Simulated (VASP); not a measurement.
# N (P2_1/c) in VASP: a series of runs

One crystal, N, is run at these levels: LDA; tasks: single point.

Program: VASP 6.6.1. These are calculated values, not measurements. Logs are shortened: lines on timing, memory, paths and dates and some standing lists are left out, and cuts for length are marked.

## 1. The cell of the first run

It takes space group P2_1/c (No. 14, monoclinic). Conventional cell: a = 4.084 Å, b = 4.084 Å, c = 6.687 Å, α = 90.00°, β = 126.93°, γ = 90.00°. N (site symmetry 1) has 1 N at 1.11 Å as nearest neighbours.

## 2. Single point, LDA (strain +0.0125 x Voigt [0, 0, 0, 0, 1, 0], atoms carried along)

Input file INCAR:

```
ALGO = Fast
EDIFF = 1E-6
ENCUT = 520
GGA = CA
ISIF = 2
ISMEAR = 0
LASPH = T
LCHARG = F
LREAL = F
LWAVE = F
NBANDS = 18
NELM = 100
PREC = Accurate
SIGMA = 0.05
```

Input file KPOINTS:

```
k-points
0
Gamma
  6 6 4
```

Input file POSCAR:

```
N
1.0
    4.0840619700      0.0000000000      0.0255253873
    0.0000000000      4.0840619700      0.0000000000
    0.0334119578      0.0000000000      5.3459132500
N
4
Direct
    0.9042752000      0.9042752000      0.0000000000
    0.5957248000      0.4042752000      0.5000000000
    0.0957248000      0.0957248000      0.0000000000
    0.4042752000      0.5957248000      0.5000000000
```

Potentials or basis: VASP PAW LDA potentials, release 64 (N).

The run is started by

```console
$ cat potpaw_LDA.64/N/POTCAR > POTCAR
$ mpirun -np 1 vasp_std > vasp.out
```

OUTCAR:

```text
EDIFF = 1E-6
   ENCUT = 520
   GGA = CA
   ISIF = 2
   ISMEAR = 0
   LASPH = T
   LREAL = F
   NELM = 100
   PREC = Accurate

 ion  position               nearest neighbor table
   1  0.904  0.904  0.000-   3 1.11
   2  0.596  0.404  0.500-   4 1.11
   3  0.096  0.096  0.000-   1 1.11
   4  0.404  0.596  0.500-   2 1.11

  LATTYP: Found a simple monoclinic cell.
 ALAT       =     4.0841417361
 B/A-ratio  =     0.9999804693
 C/A-ratio  =     1.3089696702
 COS(beta)  =    -0.0124995117

  Lattice vectors:

 A1 = (   4.0840619700,   0.0000000000,   0.0255253873)
 A2 = (   0.0000000000,  -4.0840619700,   0.0000000000)
 A3 = (  -0.0334119578,   0.0000000000,  -5.3459132500)

Analysis of symmetry for initial positions (statically):
=====================================================================
 Subroutine PRICEL returns:
 Original cell was already a primitive cell.

 Routine SETGRP: Setting up the symmetry group for a
 simple monoclinic supercell.

 Subroutine GETGRP returns: Found  4 space group operations
 (whereof  2 operations were pure point group operations)
 out of a pool of  4 trial point group operations.

The static configuration has the point symmetry S_2 .
 The point group associated with its full space group is C_2h.

Analysis of symmetry for dynamics (positions and initial velocities):
=====================================================================
 Subroutine PRICEL returns:
 Original cell was already a primitive cell.

 Routine SETGRP: Setting up the symmetry group for a
 simple monoclinic supercell.

 Subroutine GETGRP returns: Found  4 space group operations
 (whereof  2 operations were pure point group operations)
 out of a pool of  4 trial point group operations.

The dynamic configuration has the point symmetry S_2 .
 The point group associated with its full space group is C_2h.

 Subroutine INISYM returns: Found  4 space group operations
 (whereof  2 operations are pure point group operations),
 and found     1 'primitive' translations

----------------------------------------------------------------------------------------

                                     Primitive cell

  volume of cell :      89.1640

  direct lattice vectors                    reciprocal lattice vectors
     4.084061970  0.000000000  0.025525387     0.244863832  0.000000000 -0.001530399
     0.000000000  4.084061970  0.000000000     0.000000000  0.244854267  0.000000000
     0.033411958  0.000000000  5.345913250    -0.001169163  0.000000000  0.187066085

  length of vectors
     4.084141736  4.084061970  5.346017661     0.244868614  0.244854267  0.187069739

  position of ions in fractional coordinates (direct lattice)
     0.904275200  0.904275200  0.000000000
     0.595724800  0.404275200  0.500000000
     0.095724800  0.095724800  0.000000000
     0.404275200  0.595724800  0.500000000

  ion indices of the primitive-cell ions
   primitive index   ion index
                 1           1
                 2           2
                 3           3
                 4           4

----------------------------------------------------------------------------------------

 KPOINTS: k-points

Automatic generation of k-mesh.
 Grid dimensions read from file:
 generate k-points for:    6    6    4

 Generating k-lattice:

  Cartesian coordinates                     Fractional coordinates (reciprocal lattice)
     0.040810639  0.000000000 -0.000255066     0.166666667  0.000000000 -0.000000000
     0.000000000  0.040809044  0.000000000     0.000000000  0.166666667  0.000000000
    -0.000292291  0.000000000  0.046766521     0.000000000  0.000000000  0.250000000

  Length of vectors
     0.040811436  0.040809044  0.046767435

  Shift w.r.t. Gamma in fractional coordinates (k-lattice)
     0.000000000  0.000000000  0.000000000

 Subroutine IBZKPT returns following result:
 ===========================================

 Found     56 irreducible k-points:

 Following reciprocal coordinates:
            Coordinates               Weight
  0.000000  0.000000  0.000000      1.000000
  0.166667  0.000000 -0.000000      2.000000
  0.333333  0.000000  0.000000      2.000000
  0.500000  0.000000 -0.000000      1.000000
  0.000000  0.166667  0.000000      2.000000
  0.166667  0.166667 -0.000000      4.000000
[... 16 lines left out ...]
 -0.000000  0.166667  0.250000      4.000000
  0.166667  0.166667  0.250000      4.000000
 [... further k-points ...]
   k-points           NKPTS =     56   k-points in BZ     NKDIM =     56   number of bands    NBANDS=     18
   number of dos      NEDOS =    301   number of ions     NIONS =      4
   total plane-waves  NPLWV =  36000
   dimension x,y,z NGX =    30 NGY =   30 NGZ =   40
   dimension x,y,z NGXF=    60 NGYF=   60 NGZF=   80
   ions per type =               4
   NGX,Y,Z   is equivalent  to a cutoff of  12.21, 12.21, 12.44 a.u.
   NGXF,Y,Z  is equivalent  to a cutoff of  24.42, 24.42, 24.88 a.u.
 SYSTEM =  unknown system
   PREC   = accura    normal or accurate (medium, high low for compatibility)
   ISTART =      0    job   : 0-new  1-cont  2-samecut
   ICHARG =      2    charge: 1-file 2-atom 10-const
   ISPIN  =      1    spin polarized calculation?
   LNONCOLLINEAR =      F non collinear calculations
   LSORBIT =      F    spin-orbit coupling
   LASPH  =      T    aspherical Exc in radial PAW
   ENCUT  =  520.0 eV  38.22 Ry    6.18 a.u.   7.59  7.59  9.94*2*pi/ulx,y,z
   NELM   =    100;   NELMIN=  2; NELMDL= -5     # of ELM steps
   EDIFF  = 0.1E-05   stopping-criterion for ELM
   LREAL  =      F    real-space projection
   EDIFFG = 0.1E-04   stopping-criterion for IOM
   NSW    =      0    number of steps for IOM
   IBRION =     -1    ionic relax: 0-MD 1-quasi-New 2-CG
   NFREE  =      0    steps in history (QN), initial steepest desc. (CG)
   ISIF   =      2    stress and relaxation
   ISYM   =      2    0-nonsym 1-usesym 2-fastsym
   POTIM  = 0.5000    time-step for ionic-motion
   TEBEG  =    0.0;   TEEND  =   0.0 temperature during run
   PSTRESS=    0.0 pullay stress
   NELECT =      20.0000    total number of electrons
   NUPDOWN=      -1.0000    fix difference up-down
   EMIN   =  10.00;   EMAX   =-10.00  energy-range for DOS
   EFERMI =   0.00;   METHOD = LEGACY
   ISMEAR =     0;   SIGMA  =   0.05  broadening in eV -4-tet -1-fermi 0-gaus
   EFERMI_NEDOS =   21; number of points for ismear=-14 and -15
   IALGO  =     68    algorithm
   IMIX   =      4    mixing-type and parameters
     AMIX     =   0.40;   BMIX     =  1.00
     AMIX_MAG =   1.60;   BMIX_MAG =  1.00
  volume/ion in A,a.u.               =      22.29       150.43
  Fermi-wavevector in a.u.,A,eV,Ry     =   0.994691  1.879694 13.461750  0.989411
  Thomas-Fermi vector in A             =   2.126660
   LORBIT       =      0    0 simple, 1 ext, 2 COOP (PROOUT), +10 PAW based schemes
   GGA     = CA    functional components
   LHFCALC =     F    Hartree Fock is set to
   AEXX    =    0.0000 exact exchange contribution
   IVDW    =     0    specifies the selected vdW correction
   LEPSILON=     F    determine dielectric tensor
   LRPA    =     F    only Hartree local field effects (RPA)
 non-spin polarized calculation
 RMM-DIIS sequential band-by-band and
 Gauss-broadening in eV      SIGMA  =   0.05
  energy-cutoff  :      520.00
  volume of cell :       89.16
 maximum number of plane-waves:      2417
   NGX = 15   NGY = 15   NGZ = 19

 number of electron      20.0000002 magnetization

 Free energy of the ion-electron system (eV)
  ---------------------------------------------------
  ext. energy  EPLUGINS =         0.00000000
  ---------------------------------------------------
  free energy    TOTEN  =       -35.19008127 eV

  energy without entropy =      -35.19008127  energy(sigma->0) =      -35.19008127

 E-fermi :  -6.2706     XC(G=0):  -7.0348

 val. band max:       -6.5920603047   @ k =   0.5000   0.5000   0.5000
 cond. band min:       0.1035114981   @ k =   0.0000   0.0000   0.0000
 fundamental gap:      6.6955718028
 Fermi energy:        -6.2705872085

 k-point     1 :       0.0000    0.0000    0.0000
  band No.  band energies     occupation
      1     -24.8549      2.00000
      2     -24.7893      2.00000
      3      -9.7595      2.00000
      4      -9.7591      2.00000
      5      -8.7302      2.00000
      6      -8.1359      2.00000
[... 10 lines left out ...]
     17       7.0080      0.00000
     18      10.8668      0.00000

 k-point     2 :       0.1667    0.0000   -0.0000
  band No.  band energies     occupation
      1     -24.8475      2.00000
      2     -24.7905      2.00000
      3      -9.8291      2.00000
      4      -9.8246      2.00000
      5      -8.6764      2.00000
      6      -8.2784      2.00000
[... 10 lines left out ...]
     17       7.1799      0.00000
     18       9.7058      0.00000

 k-point     3 :       0.3333    0.0000    0.0000
  band No.  band energies     occupation
      1     -24.8292      2.00000
      2     -24.7962      2.00000
      3      -9.9649      2.00000
      4      -9.9593      2.00000
      5      -8.5336      2.00000
      6      -8.3703      2.00000
[... 10 lines left out ...]
     17       7.6898      0.00000
     18       8.9126      0.00000

 k-point     4 :       0.5000    0.0000   -0.0000
  band No.  band energies     occupation
      1     -24.8096      2.00000
      2     -24.8096      2.00000
      3     -10.0289      2.00000
      4     -10.0289      2.00000
      5      -8.3513      2.00000
      6      -8.3513      2.00000
[... 375 lines left out ...]
      4      -9.8235      2.00000
      5      -8.6352      2.00000
      6      -8.3793      2.00000
[... 10 lines left out ...]
     17       7.6745      0.00000
     18      10.1065      0.00000

 k-point    23 :      -0.0000    0.1667    0.2500
  band No.  band energies     occupation
      1     -24.8390      2.00000
      2     -24.7988      2.00000
      3      -9.8306      2.00000
      4      -9.8257      2.00000
      5      -8.6382      2.00000
      6      -8.3771      2.00000
[... 10 lines left out ...]
     17       7.6649      0.00000
     18      10.0652      0.00000

 k-point    24 :       0.1667    0.1667    0.2500
  band No.  band energies     occupation
      1     -24.8337      2.00000
      2     -24.7979      2.00000
      3      -9.9116      2.00000
      4      -9.8649      2.00000
      5      -8.6319      2.00000
      6      -8.3820      2.00000
[... 10 lines left out ...]
     17       7.6465      0.00000
     18       9.5391      0.00000

 [... further k-points ...]

------------------------ aborting loop because EDIFF is reached ----------------------------------------

  FORCE on cell =-STRESS in cart. coord.  units (eV):
  Direction    XX          YY          ZZ          XY          YZ          ZX
  --------------------------------------------------------------------------------------
  -------------------------------------------------------------------------------------
  Total       -0.8131748     -0.8127676     -0.3975354      0.0000000      0.0000000     -0.0058783
  in kB      -14.6118403    -14.6045225     -7.1432656      0.0000000      0.0000000     -0.1056268
  external PRESSURE =     -12.1198761 kB  Pullay stress =       0.0000000 kB

 VOLUME and BASIS-vectors are now :
 -----------------------------------------------------------------------------
  energy-cutoff  :      520.00
  volume of cell :       89.16
      direct lattice vectors                 reciprocal lattice vectors
     4.084061970  0.000000000  0.025525387     0.244863832  0.000000000 -0.001530399
     0.000000000  4.084061970  0.000000000     0.000000000  0.244854267  0.000000000
     0.033411958  0.000000000  5.345913250    -0.001169163  0.000000000  0.187066085

 POSITION                                       TOTAL-FORCE (eV/Angst)
 -----------------------------------------------------------------------------------
      3.69312      3.69312      0.02308         0.261758      0.261744      0.001194
      2.44968      1.65108      2.68816        -0.261758      0.261744     -0.001194
      0.39095      0.39095      0.00244        -0.261758     -0.261744     -0.001194
      1.66779      2.43298      2.68328         0.261758     -0.261744      0.001194
 -----------------------------------------------------------------------------------
    total drift:                               -0.000000     -0.000000      0.000000

  FREE ENERGIE OF THE ION-ELECTRON SYSTEM (eV)
  ---------------------------------------------------
  free  energy   TOTEN  =       -35.1900812689 eV

  energy  without entropy=      -35.1900812689  energy(sigma->0) =      -35.19008127
```

It took 51 s on 1 thread of AMD EPYC 7R13 (Zen 3), shared host; peak memory 0.15 GiB.

Results:

| Quantity | Value |
| --- | --- |
| Free energy | -35.1901 eV |
| Pressure | -1.2 GPa |
| Largest force | 0.370 eV/Å |
| Band gap on the k mesh | 6.70 eV, indirect (least direct gap 6.90 eV) |

Forces in eV/Å, atoms in the order of the input:
```
N    0.262  0.262  0.001
N   -0.262  0.262 -0.001
N   -0.262 -0.262 -0.001
N    0.262 -0.262  0.001
```

Stress tensor (GPa, compression positive):
```
-1.46  0.00 -0.01
 0.00 -1.46  0.00
-0.01  0.00 -0.71
```

Caveat: the standard files for N, O and F lose accuracy on very short bonds.

## 3. Single point, LDA (strain +0.0075 x Voigt [0, 0, 0, 0, 1, 0], atoms carried along)

Input file INCAR:

```
SYSTEM = N
PREC = Accurate ; ENCUT = 520
EDIFF = 1E-6 ; ISMEAR = 0
SIGMA = 0.05 ; LREAL = .False.
LASPH = .True. ; NELM = 100
ALGO = Normal ; ISIF = 2
LWAVE = .False. ; LCHARG = .True.
GGA = CA ; LELF = .True.
LVHAR = .True. ; NBANDS = 18
```

Input file KPOINTS:

```
regular mesh
0
Gamma
  6 6 4
  0 0 0
```

POSCAR: that of step 2 with these lines changed.

```diff
@@ -2,5 +2,5 @@
 1.0
-    4.0840619700      0.0000000000      0.0255253873
+    4.0840619700      0.0000000000      0.0153152324
     0.0000000000      4.0840619700      0.0000000000
-    0.0334119578      0.0000000000      5.3459132500
+    0.0200471747      0.0000000000      5.3459132500
 N
```

Potentials or basis: VASP PAW LDA potentials, release 64 (N).

The run is started by

```console
$ cat potpaw_LDA.64/N/POTCAR > POTCAR
$ mpirun -np 1 vasp_std > vasp.out
```

Run time: 41 s. Hardware: 1 thread of AMD EPYC 7R13 (Zen 3), shared host; peak memory 0.15 GiB.

The run converged. Its results:

* Free energy: -35.1901 eV
* Pressure: -1.2 GPa
* Largest force: 0.367 eV/Å
* Band gap on the k mesh: 6.70 eV, indirect (least direct gap 6.90 eV)

Forces in eV/Å, atoms in the order of the input:
```
N    0.260  0.260  0.001
N   -0.260  0.260 -0.001
N   -0.260 -0.260 -0.001
N    0.260 -0.260  0.001
```

Stress tensor (GPa, compression positive):
```
-1.46  0.00 -0.01
 0.00 -1.46  0.00
-0.01  0.00 -0.72
```

Levels at points of the mesh, in eV from the valence-band top:
| k point | band 7 | band 8 | band 9 | band 10 | band 11 | band 12 | band 13 | band 14 |
| --- | --- | --- | --- | --- | --- | --- | --- | --- |
| (0.00, 0.00, 0.00) | -1.54 | -1.45 | -1.08 | -0.21 | 6.70 | 7.61 | 7.99 | 7.99 |
| (0.50, 0.00, 0.00) | -1.75 | -1.75 | -0.25 | -0.25 | 7.77 | 7.77 | 7.77 | 7.77 |
| (0.00, 0.50, 0.00) | -1.75 | -1.75 | -0.25 | -0.25 | 7.77 | 7.77 | 7.77 | 7.77 |
| (0.50, 0.50, 0.00) | -1.71 | -1.71 | -0.04 | -0.04 | 7.52 | 7.52 | 8.55 | 8.55 |
| (0.00, 0.00, 0.50) | -1.56 | -1.56 | -0.47 | -0.47 | 7.13 | 7.13 | 7.98 | 7.98 |
| (0.50, 0.00, 0.50) | -1.55 | -1.54 | -0.31 | -0.30 | 7.38 | 7.39 | 8.08 | 8.09 |
| (0.00, 0.50, 0.50) | -1.55 | -1.55 | -0.31 | -0.31 | 7.38 | 7.38 | 8.09 | 8.09 |
| (0.50, 0.50, 0.50) | -1.74 | -1.74 | 0.00 | 0.00 | 7.55 | 7.55 | 8.55 | 8.55 |

Caveat: the standard files for N, O and F lose accuracy on very short bonds.
